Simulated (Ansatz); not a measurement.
# V_N in AlN (P6_3mc): settings of the exact exchange

Aim: the (+1/0) level of V_N in AlN (P6_3mc) as a function of the treatment of exact exchange, with the cost of each choice. The model is a cell of 128 host atoms with 1 N taken out; the atoms are relaxed once and then held.

Program: Ansatz 0.2.0. Level of theory: plane-wave PAW DFT; relaxations with PBEsol, then single points with HSE06, on supercells at fixed charge in a uniform background. Results are calculated unless marked as measured.

This is a report of a sequence of runs, with most program output left out.

## Step 1: The starting structure

The cell holds 127 atoms: 64 Al and 63 N. Its edges and angles: a = 14.686 Å, b = 14.686 Å, c = 11.753 Å, α = 125.1°, β = 125.1°, γ = 94.5°. It derives from AlN (space group P6_3mc). Nearest the centre at fractional (0.554, 0.637, 0.750): Al102 at 1.89 Å, Al55 at 1.89 Å, Al117 at 1.89 Å, Al51 at 1.90 Å, N112 at 3.07 Å, N124 at 3.07 Å, N109 at 3.07 Å, N32 at 3.07 Å. The cell carries charge +1.

The host's dielectric constants go in as inputs: (4.50, 4.50, 4.73) for the electrons alone, (8.20, 8.20, 9.74) with the ions, computed on the host (DFPT, PBEsol).

The cell's shortest repeat is 11.8 Å.

## Step 2: Relaxing both charge states, PBEsol

The study needs fixed structures, so each charge is relaxed once, at one point at (¼, ¼, ¼), from small random displacements that break the symmetry of the site.

qp1.relax/input.yaml

```yaml
crystal:
  lattice:
    - [-4.67041106, 2.69646303, 4.9836768]
    - [4.67041106, -2.69646303, 4.9836768]
    - [1.55680365, 2.69646308, -4.9836768]
  atoms:
    - { symbol: Al, position: [0.416184, 0.08285, 0.0] }
    - { symbol: Al, position: [0.416184, 0.58285, 0.5] }
    - { symbol: Al, position: [0.916184, 0.08285, 0.5] }
    - { symbol: Al, position: [0.916184, 0.58285, 0.0] }
    - { symbol: Al, position: [0.33285, 0.166184, 0.5] }
    - { symbol: Al, position: [0.33285, 0.666184, 0.0] }
    - { symbol: Al, position: [0.83285, 0.166184, 0.0] }
    - { symbol: Al, position: [0.83285, 0.666184, 0.5] }
    - { symbol: "N", position: [0.10715, 0.273816, 0.5] }
    - { symbol: "N", position: [0.10715, 0.773816, 0.0] }
    - { symbol: "N", position: [0.60715, 0.273816, 0.0] }
    - { symbol: "N", position: [0.60715, 0.773816, 0.5] }
    - { symbol: "N", position: [0.023816, 0.35715, 0.0] }
    - { symbol: "N", position: [0.023816, 0.85715, 0.5] }
    - { symbol: "N", position: [0.523816, 0.35715, 0.5] }
    - { symbol: "N", position: [0.523816, 0.85715, 0.0] }
  supercell: [2, 2, 2]
  defects: [{ vacancy: 120 }]
total_charge: 1
basis:
  ecutwfc: 420
  xc_grid: 2
hamiltonian:
  xc: pbesol
  pseudopotentials: { kind: paw, azcp: { folder: soft_1 }, xc_functional: pbe }
kpoints:
  mp_grid: { grid: [1, 1, 1], shift: [0.25, 0.25, 0.25] }
scf:
  occupations: { method: fixed }
  max_iter: 100
output:
  forces: true
  charged_corrections:
    epsilon: [4.5, 4.5, 4.73]
    static_epsilon: [8.2, 8.2, 9.74]
    defect_position: [0.553575, 0.636908, 0.75]
relax:
  f_tol: 0.015
  max_steps: 60
  random_displacement: { amplitude: 0.04, seed: 1430 }
checkpoint:
  write: "../qp1.relax.run"
  compress: false
  write_wavefunctions: true
  write_every: 100000
```

Command:

```
$ ansatz run input.yaml --threads 32 --pin off --max-ram 84787MiB --backend cuda --events-out ev --progress --plain --runs-dir out --max-vram 78GiB
```

The job ended after 6 s (1 × NVIDIA GB200 with 32 threads of Arm Neoverse V2, shared host; peak memory 1.5 GiB; 20 s of CPU time).

Step by step:

```csv
step,energy less that of the first step (eV),largest force component (eV/Å)
1,0.0000,1.6479
2,-1.6722,0.8855
3,-2.4286,0.0799
4,-2.4314,0.0229
5,-2.4315,0.0125
```

The atoms that moved most (Å, from the sites as typed, ahead of the random displacement, the mean shift of all atoms taken out):

```csv
atom,dx,dy,dz,length
Al51,0.001,-0.001,-0.085,0.085
Al117,-0.036,0.021,0.005,0.042
Al55,0.001,-0.041,0.008,0.042
Al102,0.036,0.020,0.008,0.042
N126,0.010,-0.006,-0.017,0.021
N112,-0.010,-0.005,-0.014,0.017
N94,0.000,0.000,0.017,0.017
N124,0.000,0.011,-0.013,0.017
```

The atoms nearest to the centre after the run:

```csv
atom,distance (Å)
Al117,1.930
Al102,1.935
Al55,1.938
Al51,1.986
N126,3.052
N94,3.054
N112,3.058
N109,3.059
N124,3.060
N32,3.061
Al114,3.094
N107,3.099
N90,3.100
N108,3.102
N12,3.105
N106,3.108
```

```csv
charge,moment set (μB),steps,largest displacement (Å),time
0,1,7,0.11,10 s
+1,0,5,0.09,6 s
```

The relaxation ends 19 meV an atom lower than the displaced start, with a largest force component of 0.013 eV/Å.

## Step 3: First setting: defaults

In a hybrid run most of the time goes into the exchange operator. Its cutoff, the treatment of the Coulomb singularity and the way it is built trade time against accuracy. The single points sample the zone centre alone.

qp1.xdefault/input.yaml

```yaml
crystal:
  checkpoint: "../qp1.relax.run"
  host: checkpoint
total_charge: 1
basis:
  ecutwfc: 420
  xc_grid: 2
hamiltonian:
  xc: hse06
  pseudopotentials: { kind: paw, azcp: { folder: soft_1 } }
kpoints:
  mp_grid: { grid: [1, 1, 1] }
scf:
  occupations: { method: fixed }
  max_iter: 100
  exx: {}
output:
  forces: true
  charged_corrections:
    epsilon: [4.5, 4.5, 4.73]
    static_epsilon: [8.2, 8.2, 9.74]
    defect_position: [0.553575, 0.636908, 0.75]
  eigenvalues: true
checkpoint:
  write: "../qp1.xdefault.run"
  compress: false
  write_wavefunctions: false
  write_every: 100000
```

The job ended after 9.1 s (1 × NVIDIA GB200 with 32 threads; peak memory 1.7 GiB; 41 s of CPU time).

Both charges and the host at this setting go to place-levels, which corrects for the image charge and aligns the potentials.

levels.xdefault.yaml

```yaml
host:
  run: host.xdefault.run
states: [q0_M1.xdefault.run, qp1.xdefault.run]
geometry_from:
  q0_M1.xdefault.run: q0_M1.relax.run
  qp1.xdefault.run: qp1.relax.run
  host.xdefault.run: host.relax.run
```

Command:

```
$ ansatz place-levels levels.xdefault.yaml -- --threads 32 --pin off --max-ram 84787MiB
```

Elapsed: 0.18 s, on 32 threads.

At this setting the gap is 5.552 eV and (+1/0) lies 4.297 eV above the valence top.

## Step 4: The other settings

In the defect's inputs only the studied keys change. One input of each further setting:

qp1.xf1/input.yaml, as its differences from qp1.xdefault/input.yaml of step 3:

```diff
@@ -15,3 +15,3 @@
   max_iter: 100
-  exx: {}
+  exx: { ecutfock_ratio: 1 }
 output:
@@ -24,3 +24,3 @@
 checkpoint:
-  write: "../qp1.xdefault.run"
+  write: "../qp1.xf1.run"
   compress: false
```

qp1.xf2/input.yaml, as its differences from qp1.xf1/input.yaml of step 4:

```diff
@@ -15,3 +15,3 @@
   max_iter: 100
-  exx: { ecutfock_ratio: 1 }
+  exx: { ecutfock_ratio: 2 }
 output:
@@ -24,3 +24,3 @@
 checkpoint:
-  write: "../qp1.xf1.run"
+  write: "../qp1.xf2.run"
   compress: false
```

qp1.xf4/input.yaml, as its differences from qp1.xf2/input.yaml of step 4:

```diff
@@ -15,3 +15,3 @@
   max_iter: 100
-  exx: { ecutfock_ratio: 2 }
+  exx: { ecutfock_ratio: 4 }
 output:
@@ -24,3 +24,3 @@
 checkpoint:
-  write: "../qp1.xf2.run"
+  write: "../qp1.xf4.run"
   compress: false
```

qp1.xreg/input.yaml, as its differences from qp1.xf4/input.yaml of step 4:

```diff
@@ -15,3 +15,3 @@
   max_iter: 100
-  exx: { ecutfock_ratio: 4 }
+  exx: { singularity: regularized }
 output:
@@ -24,3 +24,3 @@
 checkpoint:
-  write: "../qp1.xf4.run"
+  write: "../qp1.xreg.run"
   compress: false
```

Regularised singularity: its level rests on band edges found in another way, so it is left out of the table.

qp1.xws/input.yaml, as its differences from qp1.xreg/input.yaml of step 4:

```diff
@@ -15,3 +15,3 @@
   max_iter: 100
-  exx: { singularity: regularized }
+  exx: { singularity: wigner_seitz }
 output:
@@ -24,3 +24,3 @@
 checkpoint:
-  write: "../qp1.xreg.run"
+  write: "../qp1.xws.run"
   compress: false
```

qp1.xscdm/input.yaml, as its differences from qp1.xws/input.yaml of step 4:

```diff
@@ -15,3 +15,3 @@
   max_iter: 100
-  exx: { singularity: wigner_seitz }
+  exx: { scdm_threshold: 0.01 }
 output:
@@ -24,3 +24,3 @@
 checkpoint:
-  write: "../qp1.xws.run"
+  write: "../qp1.xscdm.run"
   compress: false
```

Localised orbitals (threshold 0.01): the run was refused (Error: scf.exx.scdm_threshold with hamiltonian.xc: <hybrid> with hamiltonian.pseudopotentials.kind: paw|paw_fr|all_electron — the SCDM localisation and its screened pair loop are implemented on the [...]).

## Step 5: Result against cost

Times of the states on 1 × NVIDIA GB200 with 32 threads of Arm Neoverse V2, shared host; the host is run again at each setting:

```csv
treatment of exact exchange,gap (eV),(+1/0) above the valence top (eV),under the conduction bottom (eV),level less that at exchange cutoff 4× (meV),"time, both charge states","time, host and placing",peak memory of a state (GiB)
defaults,5.552,4.297,1.255,0,23 s,76 s,2.0
exchange cutoff 1×,5.550,4.296,1.254,-1,24 s,58 s,2.3
exchange cutoff 2×,5.552,4.297,1.255,0,27 s,64 s,2.3
exchange cutoff 4×,5.552,4.297,1.255,0,24 s,65 s,2.4
Wigner–Seitz truncation,5.552,4.297,1.255,0,25 s,64 s,2.0
```

## Step 6: Summary of results

```yaml
plus_1_over_0_level_defaults: 4.30 eV
plus_1_over_0_level_exchange_cutoff_1x: 4.30 eV
plus_1_over_0_level_exchange_cutoff_2x: 4.30 eV
plus_1_over_0_level_exchange_cutoff_4x: 4.30 eV
plus_1_over_0_level_wigner_seitz_truncation: 4.30 eV
```

Over the settings in the table the level spans 0.001 eV; 3 of the 3 other distinct settings kept lie within 0.02 eV of the reference (exchange cutoff 4×, 4.30 eV); times on a shared host scatter too much to rank them. Wigner–Seitz truncation repeats the energies of the defaults to 0.1 meV: the defaults resolve to this setting, so it is no further test. The program warns that hybrid band edges depend on the exchange mesh, which was not varied here; the gaps may carry that error. Only the charges 0 and +1 were run, each from one start, so (+1/0) need not be a change between stable states. Left out of the table: regularised singularity (4.30 eV), placed on band edges found in another way than the rows above. What this leaves open: sampling at the zone centre alone can move energies of charged and open-shell states by tenths of an eV or more in cells of this size; the structures are those of PBEsol; force components of up to 0.22 eV/Å remain in a run at the final settings.

[Logs are printed without paths, hosts, clocks, repeated set-up lines and the standing remarks that a program may print on its own settings, such as how far it seeks lower states.]

[Hosts, paths, dates, database ids (printed as entryN), source tags and the programs' standing remarks are cut or masked in the printed files.]

[Where a table of states has a column of steps, it counts the stored structures, which are thinned; the runs took as many ionic steps or more.]

[For some hosts the program warned that the k-mesh of the response run may be too coarse for force constants and the static dielectric constant; such warnings are not shown here.]
